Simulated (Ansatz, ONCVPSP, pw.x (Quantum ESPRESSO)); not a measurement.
**What a changed setting does to a pw.x run (bcc Si)**

Potential: optimised norm-conserving Vanderbilt (ONCV), ONCVPSP 4.0.1.1 (patched build), PBE; core [Ne], reference 3s2 3p2; waves: 3s: rc 1.75 bohr, ncon 4, nbas 8, qcut 4.1 1/bohr, 1 projector; 3p: rc 2.25 bohr, ncon 4, nbas 8, qcut 2.9 1/bohr, 1 projector; d scattering state at 0.43 Ha: rc 2.25 bohr, ncon 3, nbas 7, qcut 4.1 1/bohr, 1 projector; local part: polynomial inside 1.65 bohr (lpopt 5, dvloc0 0 Ha); core correction: Teter function, fcfact 3, rcfact 1.52.

The reference run (k-mesh 15³, cutoffs 50/200 Ry, Fermi–Dirac 0.01 Ry, mixing_beta 0.4, conv_thr 1e-9, no spin) gives -0.28 GPa at 14.593 Å³/atom, where all-electron LAPW gives 0.35 GPa. This run, with its own iteration cap, changes degauss to 0.02.

```
&control
  calculation='scf', prefix='x', pseudo_dir='./', outdir='./tmp', tstress=.true., disk_io='none'
/
&system
  ibrav=0, nat=1, ntyp=1, ecutwfc=50, ecutrho=200, nbnd=9,
  occupations='smearing', smearing='fd', degauss=0.02
/
&electrons
  conv_thr=1e-09, mixing_beta=0.4, electron_maxstep=60
/
ATOMIC_SPECIES
Si 1.0 Si.UPF
CELL_PARAMETERS angstrom
  -1.53943562 1.53943562 1.53943562
  1.53943562 -1.53943562 1.53943562
  1.53943562 1.53943562 -1.53943562
ATOMIC_POSITIONS crystal
Si 0.0000 0.0000 0.0000
K_POINTS automatic
15 15 15 0 0 0
```

```bash
pw.x < Si.scf.in > Si.scf.out
```

Q: How does the run end?

A: It converges in 6 iterations; the free energy moves by -39.2 meV/atom and the pressure by +0.29 GPa. In a metal, with Fermi–Dirac smearing, F lies below its zero-width value by a term in the square of the width.

```
Message from routine setup:
     using ibrav=0 with symmetry is DISCOURAGED, use correct ibrav instead
     lattice parameter (alat)  =       5.0387  a.u.
     unit-cell volume          =      98.4784 (a.u.)^3
     number of electrons       =         4.00
     number of Kohn-Sham states=            9
     kinetic-energy cutoff     =      50.0000  Ry
     charge density cutoff     =     200.0000  Ry
     scf convergence threshold =      1.0E-09
     Exchange-correlation= PBE
     number of k points=   120  Fermi-Dirac smearing, width (Ry)=  0.0200
     iteration #  1     ecut=    50.00 Ry     beta= 0.40
     total energy              =      -8.48385744 Ry
     estimated scf accuracy    <       0.00414926 Ry
     iteration #  2     ecut=    50.00 Ry     beta= 0.40
     total energy              =      -8.48342099 Ry
     estimated scf accuracy    <       0.00123614 Ry
     iteration #  3     ecut=    50.00 Ry     beta= 0.40
     total energy              =      -8.48349406 Ry
     estimated scf accuracy    <       0.00000615 Ry
     iteration #  4     ecut=    50.00 Ry     beta= 0.40
     total energy              =      -8.48349451 Ry
     estimated scf accuracy    <       0.00000002 Ry
     iteration #  5     ecut=    50.00 Ry     beta= 0.40
     total energy              =      -8.48349452 Ry
     estimated scf accuracy    <          1.0E-09 Ry
     iteration #  6     ecut=    50.00 Ry     beta= 0.40
     the Fermi energy is    10.4801 ev
!    total energy              =      -8.48349452 Ry
     estimated scf accuracy    <          1.4E-10 Ry
     smearing contrib. (-TS)   =      -0.00782954 Ry
     The total energy is F=E-TS. E is the sum of the following terms:
     one-electron contribution =       4.71293426 Ry
     hartree contribution      =       0.02915620 Ry
     xc contribution           =      -3.20993493 Ry
     ewald contribution        =     -10.00782050 Ry
     convergence has been achieved in   6 iterations
          total   stress  (Ry/bohr**3)                   (kbar)     P=        0.08
     Message from routine punch:
     Nothing written, as per user request (disk_io='none')
```

The run took about 10 s on one core of a shared host (Neoverse-N1, 64 threads, 124 GiB, load 50).
